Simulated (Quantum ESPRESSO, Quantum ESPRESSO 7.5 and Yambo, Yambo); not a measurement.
**A GW chain in Yambo: NaF (Villiaumite)**

Wanted: ground state, empty states, screening and self-energy for NaF (Villiaumite).

Calculated with Quantum ESPRESSO 7.5 and Yambo 5.3.0; PBE and many-body steps on it, plane waves.

The database entry behind the starting cell differs from later determinations by our own check (0.1 to 0.3 % short, probably kX units), so it need not match the best structure at ambient conditions.

## Step 1: Starting point

Symmetry: Fm-3m, No. 225, cubic system. Conventional cell: a = 4.620 Å, b = 4.620 Å, c = 4.620 Å, α = 90.00°, β = 90.00°, γ = 90.00°. Na has 6 F at 2.31 Å nearest. Nearest to F lie 6 Na at 2.31 Å. Farther neighbours and most contacts between anions are not listed.

The cell and positions come from the Crystallography Open Database and are kept as given unless a step says otherwise.

## Step 2: Ground state

This step: Quantum ESPRESSO 7.5; DFT, PBE, plane waves, norm-conserving pseudopotentials.

The ground-state density comes first.

pw.in reads:

```
&control
  calculation = 'scf'
  prefix = 'x'
  outdir = 'o'
  pseudo_dir = 'pseudo'
/
&system
  ibrav = 0
  nat = 2
  ntyp = 2
  ecutwfc = 76.0
  nbnd = 13
  force_symmorphic = .true.
/
&electrons
  conv_thr = 1e-10
  electron_maxstep = 80
  mixing_beta = 0.5
/
ATOMIC_SPECIES
  Na 22.99 Na.upf
  F 18.998 F.upf
CELL_PARAMETERS angstrom
  -0.0000000000 2.3100000000 2.3100000000
  2.3100000000 0.0000000000 2.3100000000
  2.3100000000 2.3100000000 0.0000000000
ATOMIC_POSITIONS crystal
  Na 0.0000000000 0.0000000000 0.0000000000
  F 0.5000000000 0.5000000000 0.5000000000
K_POINTS automatic
  8 8 8 0 0 0
```

On the command line:

```sh
$ OMP_NUM_THREADS=1 mpirun -n 4 pw.x -nk 4 -in pw.in > pw.out
```

The log of the run:

```text
Program PWSCF v.7.5 starts

     This program is part of the open-source Quantum ESPRESSO suite
     for quantum simulation of materials; please cite
         "P. Giannozzi et al., J. Phys.:Condens. Matter 21 395502 (2009);
         "P. Giannozzi et al., J. Phys.:Condens. Matter 29 465901 (2017);
         "P. Giannozzi et al., J. Chem. Phys. 152 154105 (2020);
     in publications or presentations arising from this work. More details at
     Message from routine setup:
     using ibrav=0 with symmetry is DISCOURAGED, use correct ibrav instead

     G-vector sticks info

     bravais-lattice index     =            0
     lattice parameter (alat)  =       6.1734  a.u.
     unit-cell volume          =     166.3652 (a.u.)^3
     number of atoms/cell      =            2
     number of atomic types    =            2
     number of electrons       =        16.00
     number of Kohn-Sham states=           13
     kinetic-energy cutoff     =      76.0000  Ry
     charge density cutoff     =     304.0000  Ry
     scf convergence threshold =      1.0E-10
     mixing beta               =       0.5000
     number of iterations used =            8  plain     mixing
     Exchange-correlation= PBE
                           (   1   4   3   4   0   0   0)

     celldm(1)=   6.173420  celldm(2)=   0.000000  celldm(3)=   0.000000
     celldm(4)=   0.000000  celldm(5)=   0.000000  celldm(6)=   0.000000

     crystal axes: (cart. coord. in units of alat)
               a(1) = (  -0.000000   0.707107   0.707107 )
               a(2) = (   0.707107   0.000000   0.707107 )
               a(3) = (   0.707107   0.707107   0.000000 )

     reciprocal axes: (cart. coord. in units 2 pi/alat)
               b(1) = ( -0.707107  0.707107  0.707107 )
               b(2) = (  0.707107 -0.707107  0.707107 )
               b(3) = (  0.707107  0.707107 -0.707107 )
     Pseudo is Norm-conserving, Zval =  9.0
     Generated using ONCVPSP code by D. R. Hamann
     Using radial grid of 1992 points,  4 beta functions with:
     Pseudo is Norm-conserving + core correction, Zval =  7.0
     Generated using ONCVPSP code by D. R. Hamann
     Using radial grid of  832 points,  5 beta functions with:
     Na                9.00    22.99000     Na( 1.00)
     F                 7.00    18.99800     F ( 1.00)

     48 Sym. Ops., with inversion, found

   Cartesian axes

     site n.     atom                  positions (alat units)
         1        Na     tau(   1) = (   0.0000000   0.0000000   0.0000000  )
         2        F      tau(   2) = (   0.7071068   0.7071068   0.7071068  )

     number of k points=    29
                       cart. coord. in units 2pi/alat
        k(    1) = (   0.0000000   0.0000000   0.0000000), wk =   0.0039062
        k(    2) = (   0.0883883   0.0883883  -0.0883883), wk =   0.0312500
        k(    3) = (   0.1767767   0.1767767  -0.1767767), wk =   0.0312500
        k(    4) = (   0.2651650   0.2651650  -0.2651650), wk =   0.0312500
        k(    5) = (  -0.3535534  -0.3535534   0.3535534), wk =   0.0156250
        k(    6) = (   0.1767767   0.0000000   0.0000000), wk =   0.0234375
        k(    7) = (   0.2651650   0.0883883  -0.0883883), wk =   0.0937500
        k(    8) = (   0.3535534   0.1767767  -0.1767767), wk =   0.0937500
        k(    9) = (  -0.2651650  -0.4419417   0.4419417), wk =   0.0937500
        k(   10) = (  -0.1767767  -0.3535534   0.3535534), wk =   0.0937500
     [... 17 further rows ...]
        k(   28) = (  -0.7071068   0.1767767  -0.0000000), wk =   0.0468750
        k(   29) = (  -0.7071068   0.3535534   0.0000000), wk =   0.0234375

     Dense  grid:    14841 G-vectors     FFT dimensions: (  36,  36,  36)

     Initial potential from superposition of free atoms

     starting charge      15.9937, renormalised to      16.0000
     Starting wfcs are    9 randomized atomic wfcs +    4 random wfcs

     per-process dynamical memory:    16.3 Mb

     Self-consistent Calculation

     iteration #  1     ecut=    76.00 Ry     beta= 0.50

     total energy              =    -140.90506870 Ry
     estimated scf accuracy    <       0.20541905 Ry

     iteration #  2     ecut=    76.00 Ry     beta= 0.50

     total energy              =    -140.96074677 Ry
     estimated scf accuracy    <       0.03093438 Ry

     iteration #  3     ecut=    76.00 Ry     beta= 0.50

     total energy              =    -140.96573482 Ry
     estimated scf accuracy    <       0.00248183 Ry

     iteration #  4     ecut=    76.00 Ry     beta= 0.50

     total energy              =    -140.96592800 Ry
     estimated scf accuracy    <       0.00003913 Ry

     iteration #  5     ecut=    76.00 Ry     beta= 0.50

     total energy              =    -140.96593756 Ry
     estimated scf accuracy    <       0.00000303 Ry

     iteration #  6     ecut=    76.00 Ry     beta= 0.50

     total energy              =    -140.96593817 Ry
     estimated scf accuracy    <       0.00000085 Ry

     iteration #  7     ecut=    76.00 Ry     beta= 0.50

     total energy              =    -140.96593823 Ry
     estimated scf accuracy    <       0.00000002 Ry

     iteration #  8     ecut=    76.00 Ry     beta= 0.50

     total energy              =    -140.96593824 Ry
     estimated scf accuracy    <          9.4E-10 Ry

     iteration #  9     ecut=    76.00 Ry     beta= 0.50

     End of self-consistent calculation

          k = 0.0000 0.0000 0.0000 (  1837 PWs)   bands (ev):

   -46.0612 -18.1124 -17.9444 -17.9444 -17.9444   0.9991   0.9991   0.9991
     7.3887  20.1552  20.1552  20.1552  22.9761

          k = 0.0884 0.0884-0.0884 (  1868 PWs)   bands (ev):

   -46.0592 -18.3435 -17.9465 -17.9465 -17.6943   0.7042   0.9609   0.9609
     7.9350  18.3913  20.3920  20.3920  24.6607

          k = 0.1768 0.1768-0.1768 (  1880 PWs)   bands (ev):

   -46.0544 -18.5826 -17.9509 -17.9509 -17.4082   0.1027   0.8702   0.8702
     9.2562  16.2769  20.9069  20.9069  23.9808

          k = 0.2652 0.2652-0.2652 (  1868 PWs)   bands (ev):

     [... further k-points ...]

     highest occupied, lowest unoccupied level (ev):     0.9991    7.3887

!    total energy              =    -140.96593824 Ry
     estimated scf accuracy    <          6.5E-12 Ry

     The total energy is the sum of the following terms:
     one-electron contribution =     -77.23621110 Ry
     hartree contribution      =      45.26614007 Ry
     xc contribution           =     -24.99890268 Ry
     ewald contribution        =     -83.99696453 Ry

     convergence has been achieved in   9 iterations

     XML data file, charge density, pseudopotentials, collected wavefunctions

=------------------------------------------------------------------------------=
   JOB DONE.
=------------------------------------------------------------------------------=
```

Wall time 5.7 s (4 MPI ranks of Arm Neoverse N1, shared host); peak memory 0.2 GiB; 22 s of CPU time.

Numbers from this step:

```yaml
total_energy: -1917.9393 eV
gap: 6.390 eV
k_of_the_valence_top: 0, 0, 0
k_of_the_conduction_bottom: 0, 0, 0
least_direct_gap: 6.390 eV
```

The gap is direct, at Γ.

## Step 3: Bands along the symmetry lines

Levels along a band path, at the cheap level, show where the edges lie and whether the meshes to come will hold them.

pw.in reads:

```
&control
  calculation = 'bands'
  prefix = 'x'
  outdir = 'o'
  pseudo_dir = 'pseudo'
/
&system
  ibrav = 0
  nat = 2
  ntyp = 2
  ecutwfc = 76.0
  nbnd = 14
  force_symmorphic = .true.
/
&electrons
  conv_thr = 1e-9
  electron_maxstep = 80
  diago_full_acc = .true.
  diago_thr_init = 5e-6
/
ATOMIC_SPECIES
  Na 22.99 Na.upf
  F 18.998 F.upf
CELL_PARAMETERS angstrom
  -0.0000000000 2.3100000000 2.3100000000
  2.3100000000 0.0000000000 2.3100000000
  2.3100000000 2.3100000000 0.0000000000
ATOMIC_POSITIONS crystal
  Na 0.0000000000 0.0000000000 0.0000000000
  F 0.5000000000 0.5000000000 0.5000000000
K_POINTS crystal
  50
  0.00000000 0.00000000 0.00000000 1
  0.06250000 0.00000000 0.06250000 1
  0.12500000 0.00000000 0.12500000 1
  0.18750000 0.00000000 0.18750000 1
  0.25000000 0.00000000 0.25000000 1
  0.31250000 0.00000000 0.31250000 1
  0.37500000 0.00000000 0.37500000 1
  0.43750000 0.00000000 0.43750000 1
  0.50000000 0.00000000 0.50000000 1
  0.51562500 0.03125000 0.51562500 1
  0.53125000 0.06250000 0.53125000 1
  0.54687500 0.09375000 0.54687500 1
  0.56250000 0.12500000 0.56250000 1
  0.57812500 0.15625000 0.57812500 1
  0.59375000 0.18750000 0.59375000 1
  0.60937500 0.21875000 0.60937500 1
  0.62500000 0.25000000 0.62500000 1
  0.37500000 0.37500000 0.75000000 1
  0.32812500 0.32812500 0.65625000 1
  0.28125000 0.28125000 0.56250000 1
  0.23437500 0.23437500 0.46875000 1
  0.18750000 0.18750000 0.37500000 1
  0.14062500 0.14062500 0.28125000 1
  0.09375000 0.09375000 0.18750000 1
  0.04687500 0.04687500 0.09375000 1
  0.00000000 0.00000000 0.00000000 1
  0.06250000 0.06250000 0.06250000 1
  0.12500000 0.12500000 0.12500000 1
  0.18750000 0.18750000 0.18750000 1
  0.25000000 0.25000000 0.25000000 1
  0.31250000 0.31250000 0.31250000 1
  0.37500000 0.37500000 0.37500000 1
  0.43750000 0.43750000 0.43750000 1
  0.50000000 0.50000000 0.50000000 1
  0.50000000 0.46875000 0.53125000 1
  0.50000000 0.43750000 0.56250000 1
  0.50000000 0.40625000 0.59375000 1
  0.50000000 0.37500000 0.62500000 1
  0.50000000 0.34375000 0.65625000 1
  0.50000000 0.31250000 0.68750000 1
  0.50000000 0.28125000 0.71875000 1
  0.50000000 0.25000000 0.75000000 1
  0.50000000 0.21875000 0.71875000 1
  0.50000000 0.18750000 0.68750000 1
  0.50000000 0.15625000 0.65625000 1
  0.50000000 0.12500000 0.62500000 1
  0.50000000 0.09375000 0.59375000 1
  0.50000000 0.06250000 0.56250000 1
  0.50000000 0.03125000 0.53125000 1
  0.50000000 0.00000000 0.50000000 1
```

The log of the run:

```text
[banner, memory and clock lines left out]
Program PWSCF v.7.5 starts

     Atomic positions and unit cell read from directory:
     o/x.save/

     Message from routine setup:
     using ibrav=0 with symmetry is DISCOURAGED, use correct ibrav instead

     G-vector sticks info

     bravais-lattice index     =            0
     lattice parameter (alat)  =       6.1734  a.u.
     unit-cell volume          =     166.3652 (a.u.)^3
     number of atoms/cell      =            2
     number of atomic types    =            2
     number of electrons       =        16.00
     number of Kohn-Sham states=           14
     kinetic-energy cutoff     =      76.0000  Ry
     charge density cutoff     =     304.0000  Ry
     Exchange-correlation= PBE
                           (   1   4   3   4   0   0   0)

     celldm(1)=   6.173420  celldm(2)=   0.000000  celldm(3)=   0.000000
     celldm(4)=   0.000000  celldm(5)=   0.000000  celldm(6)=   0.000000

     crystal axes: (cart. coord. in units of alat)
               a(1) = (  -0.000000   0.707107   0.707107 )
               a(2) = (   0.707107   0.000000   0.707107 )
               a(3) = (   0.707107   0.707107   0.000000 )

     reciprocal axes: (cart. coord. in units 2 pi/alat)
               b(1) = ( -0.707107  0.707107  0.707107 )
               b(2) = (  0.707107 -0.707107  0.707107 )
               b(3) = (  0.707107  0.707107 -0.707107 )
     Pseudo is Norm-conserving, Zval =  9.0
     Generated using ONCVPSP code by D. R. Hamann
     Using radial grid of 1992 points,  4 beta functions with:
     Pseudo is Norm-conserving + core correction, Zval =  7.0
     Generated using ONCVPSP code by D. R. Hamann
     Using radial grid of  832 points,  5 beta functions with:
     Na                9.00    22.99000     Na( 1.00)
     F                 7.00    18.99800     F ( 1.00)

     48 Sym. Ops., with inversion, found

   Cartesian axes

     site n.     atom                  positions (alat units)
         1        Na     tau(   1) = (   0.0000000   0.0000000   0.0000000  )
         2        F      tau(   2) = (   0.7071068   0.7071068   0.7071068  )

     number of k points=    50
                       cart. coord. in units 2pi/alat
        k(    1) = (   0.0000000   0.0000000   0.0000000), wk =   0.0400000
        k(    2) = (   0.0000000   0.0883883   0.0000000), wk =   0.0400000
        k(    3) = (   0.0000000   0.1767767   0.0000000), wk =   0.0400000
[...]
[... 38 further rows ...]
        k(   49) = (   0.0441942   0.7071068   0.0000000), wk =   0.0400000
        k(   50) = (   0.0000000   0.7071068   0.0000000), wk =   0.0400000

     Dense  grid:    14841 G-vectors     FFT dimensions: (  36,  36,  36)

     The potential is recalculated from file :
     o/x.save/charge-density

     Starting wfcs are    9 randomized atomic wfcs +    5 random wfcs

     Band Structure Calculation

     End of band structure calculation

          k = 0.0000 0.0000 0.0000 (  1837 PWs)   bands (ev):

   -46.0612 -18.1124 -17.9444 -17.9444 -17.9444   0.9991   0.9991   0.9991
     7.3887  20.1552  20.1552  20.1552  22.9761  25.2676

          k = 0.0000 0.0884 0.0000 (  1860 PWs)   bands (ev):

   -46.0605 -18.2240 -17.9466 -17.9466 -17.8239   0.9016   0.9819   0.9819
     7.5791  19.4193  20.1883  20.1883  23.9314  24.6712

          k = 0.0000 0.1768 0.0000 (  1864 PWs)   bands (ev):

   -46.0586 -18.3587 -17.9524 -17.9524 -17.6650   0.6566   0.9339   0.9339
     8.1068  18.2107  20.2796  20.2796  23.3798  25.6756

          k = 0.0000 0.2652-0.0000 (  1860 PWs)   bands (ev):

[...]
k =-0.0000 0.4419 0.0000 (  1868 PWs)   bands (ev):

[...]
k = 0.0000 0.5303-0.0000 (  1868 PWs)   bands (ev):

[...]
k =-0.0000 0.6187 0.0000 (  1836 PWs)   bands (ev):

[...]
k = 0.5303 0.5303-0.0000 (  1850 PWs)   bands (ev):

[...]
k = 0.1326 0.7071-0.0000 (  1850 PWs)   bands (ev):

[...]
k = 0.0884 0.7071-0.0000 (  1842 PWs)   bands (ev):

[...]
k = 0.0442 0.7071 0.0000 (  1850 PWs)   bands (ev):

   -46.0434 -18.0868 -18.0442 -17.9996 -17.8171  -0.2720   0.5831   0.5865
    14.2476  14.4215  14.7851  20.7895  20.9683  25.2786

          k = 0.0000 0.7071 0.0000 (  1868 PWs)   bands (ev):

   -46.0434 -18.0878 -17.9989 -17.9989 -17.8640  -0.2793   0.5928   0.5928
    14.2463  14.4239  14.7464  20.9053  20.9053  25.1583

     XML data file, pseudopotentials, collected wavefunctions
```

Run time: 3.1 s. Hardware: 4 MPI ranks; peak memory 0.18 GiB.

Numbers from this step:

- gap: 6.390 eV
- k of the valence top: 0, 0, 0
- k of the conduction bottom: 0, 0, 0
- least direct gap: 6.390 eV

The gap is 6.390 eV, as in the run before at this level.

Electronic bands along the path, in eV, zero at the top of the highest filled band; v1 is the highest filled band, c1 the lowest empty one:

| point | v4 | v3 | v2 | v1 | c1 | c2 | c3 | c4 |
| --- | --- | --- | --- | --- | --- | --- | --- | --- |
| Γ | -18.94 | 0.00 | 0.00 | 0.00 | 6.39 | 19.16 | 19.16 | 19.16 |
| halfway | -18.50 | -0.90 | -0.21 | -0.21 | 8.82 | 15.14 | 19.27 | 19.56 |
| X | -18.86 | -1.28 | -0.41 | -0.41 | 13.25 | 13.42 | 13.75 | 19.91 |
| halfway | -18.67 | -1.22 | -0.54 | -0.40 | 13.26 | 13.37 | 14.05 | 19.58 |
| U | -18.45 | -1.06 | -0.83 | -0.37 | 12.94 | 13.33 | 14.85 | 19.55 |
| jump to K | -18.45 | -1.06 | -0.83 | -0.37 | 12.94 | 13.33 | 14.85 | 19.55 |
| halfway | -18.35 | -1.01 | -0.32 | -0.17 | 9.03 | 14.85 | 18.39 | 21.12 |
| Γ | -18.94 | 0.00 | 0.00 | 0.00 | 6.39 | 19.16 | 19.16 | 19.16 |
| halfway | -18.41 | -0.90 | -0.13 | -0.13 | 8.26 | 15.28 | 19.91 | 19.91 |
| L | -18.13 | -1.59 | -0.25 | -0.25 | 10.88 | 12.57 | 20.25 | 20.25 |
| halfway | -18.27 | -1.31 | -0.58 | -0.34 | 11.89 | 12.82 | 17.27 | 19.13 |
| W | -18.44 | -0.87 | -0.87 | -0.57 | 13.32 | 13.32 | 15.34 | 17.03 |
| halfway | -18.58 | -1.17 | -0.55 | -0.49 | 13.27 | 13.39 | 14.33 | 18.54 |
| X | -18.86 | -1.28 | -0.41 | -0.41 | 13.25 | 13.42 | 13.75 | 19.91 |

The electronic bands as a text plot (rows in eV, shown from -8.0 to 12.4 only):

```
   12.0 |          ++      +                          ++
   11.1 |         +         ++                   +++++
   10.3 |       ++            ++                +
    9.4 |                       +            +++
    8.6 |     ++                            +
    7.7 |    +                   ++        +
    6.9 | +++                      +++  +++
    6.0 |+                            ++
    5.2 |
    4.3 |
    3.5 |
    2.6 |
    1.8 |
    0.9 |
    0.1 |**********        ****************************
   -0.8 |    ***** ******************      ****      ************
   -1.6 |         ******                       ********       ***
   -2.5 |
   -3.3 |
   -4.2 |
   -5.0 |
   -5.9 |
   -6.7 |
   -7.6 |
         Γ           X  U|K            Γ         L        W     X
```

(Continued in part 2 of 2.)

[Paths, hosts, dates, memory and timing lines, banners, echoed tables and standing remarks are left out of the program output.]

[Logs are printed without paths, hosts, clocks, repeated set-up lines and the standing remarks that a program may print on its own settings, such as how far it seeks lower states.]

[Runs of the session that timed out or met a known fault of the program may be left out.]

[Hosts, paths, dates, database ids (printed as entryN), source tags and the programs' standing remarks are cut or masked in the printed files.]
